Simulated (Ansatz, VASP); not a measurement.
# BaTe: VASP beside Ansatz

```
Ba Te
1.0
     0.20795    3.57926    3.57926
     3.57926    0.20795    3.57926
     3.57926    3.57926    0.20795
Ba Te
1 1
Direct
  0.00000 0.00000 0.00000
  0.50000 0.50000 0.50000
```

Change from the starting cell: epitaxial_111 strain -4.6%.

Alike in both runs: task single point; functional r2SCAN; k mesh 6 × 6 × 6; no spin polarisation.

|  | VASP | Ansatz |
| --- | --- | --- |
| version | VASP 6.6.1 | Ansatz 0.2.0 |
| potentials or method | VASP PAW PBE potentials, release 64 (Ba_sv, Te) | plane waves, PAW |
| plane-wave cutoff (eV) | 520 | 500 |
| occupations | gaussian, width 0.01 eV | fixed |
| valence electrons in the cell | 16 | 26 |

Ansatz gave:

| Property | Result |
| --- | --- |
| gap on the k mesh at the Fermi level (eV) | 1.75 |
| pressure (GPa) | 1.6 |
| largest component of the traceless stress (GPa) | 0.80 |

Question: Which values does VASP return?

Answer: gap on the k mesh at the Fermi level (eV): 1.67; pressure (GPa): 2.0; largest component of the traceless stress (GPa): 0.80.

The two sets of potentials don't hold the same shells in valence.

Caveats: the PAW data sets were made with another functional, which shifts forces and pressure a little (VASP); spin-orbit coupling is left out, which moves the levels of the heavy elements. A k mesh can miss the band edges.
